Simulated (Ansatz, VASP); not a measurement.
## Pt in VASP and in Ansatz

```xyz
1
Lattice="0.0000 1.9609 1.9609 1.9609 0.0000 1.9609 1.9609 1.9609 0.0000" Properties=species:S:1:pos:R:3 pbc="T T T"
Pt    0.0000    0.0000    0.0000
```

Alike in both runs: task single point; functional PBE; k mesh 12 × 12 × 12; no spin polarisation.

|  | VASP | Ansatz |
| --- | --- | --- |
| version | VASP 6.6.1 | Ansatz 0.2.0 |
| potentials or method | VASP PAW PBE potentials, release 64 (Pt) | plane waves, PAW |
| plane-wave cutoff (eV) | 520 | 420 |
| occupations | methfessel-paxton of order 1, width 0.1 eV | cold |
| valence electrons in the cell | 10 | 18 |

|  | VASP | Ansatz | Ansatz less VASP |
| --- | --- | --- | --- |
| pressure (GPa) | 9.7 | 10.2 | +0.49 |

The two sets of potentials don't hold the same shells in valence.

The runs have no spin-orbit coupling, so splittings on Pt are missing.
